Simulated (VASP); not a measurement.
Here is a VASP 6.6.1 calculation.

INCAR

```
PREC = Accurate ; ENCUT = 600
EDIFF = 1E-7 ; ISMEAR = 0
SIGMA = 0.1 ; LREAL = F
LASPH = T ; NELM = 150
ALGO = Normal ; ISIF = 3
LWAVE = F ; LCHARG = F
ISPIN = 2 ; MAGMOM = 2 2 2 0
LORBIT = 11 ; LMAXMIX = 4
GGA = PE ; IBRION = 2
NSW = 90 ; EDIFFG = -0.04
```

File KPOINTS:

```
regular mesh
0
Gamma
  6 6 6
```

The input POSCAR:

```
V3O
1.0
    3.6924887100      0.0000000000      0.0000000000
    0.0000000000      3.6924887100      0.0000000000
    0.0000000000      0.0000000000      3.6924887100
V O
3 1
Direct
    0.5000000000      0.0000000000      0.5000000000
    0.0000000000      0.5000000000      0.5000000000
    0.5000000000      0.5000000000      0.0000000000
    0.0000000000      0.0000000000      0.0000000000
```

Potentials or basis: VASP PAW PBE potentials, release 64 (V_sv, O).

Launch:

```bash
$ cat potpaw_PBE.64/V_sv/POTCAR potpaw_PBE.64/O/POTCAR > POTCAR
$ mpirun -np 1 vasp_std > vasp.out
```

**Question.** Estimate the band gap on the k mesh.

**Answer.** None (metal or under the smearing width).

**Question.** Predict the net moment.

**Answer.** 0.00 μB per cell.

**Question.** Predict the space group after relaxing (to 0.05 Å).

**Answer.** Pm-3m (No. 221).

**Question.** What does it give for the relaxed volume?

**Answer.** 11.78 Å³/atom.

Final structure:
```
V O
1.0
     3.61172    0.00000    0.00000
     0.00000    3.61172    0.00000
     0.00000    0.00000    3.61172
V O
3 1
Direct
  0.50000 0.00000 0.50000
  0.00000 0.50000 0.50000
  0.50000 0.50000 0.00000
  0.00000 0.00000 0.00000
```

Caveat: semilocal functionals often make such compounds metallic where correlation or magnetic order opens a gap, which also shifts bond lengths.
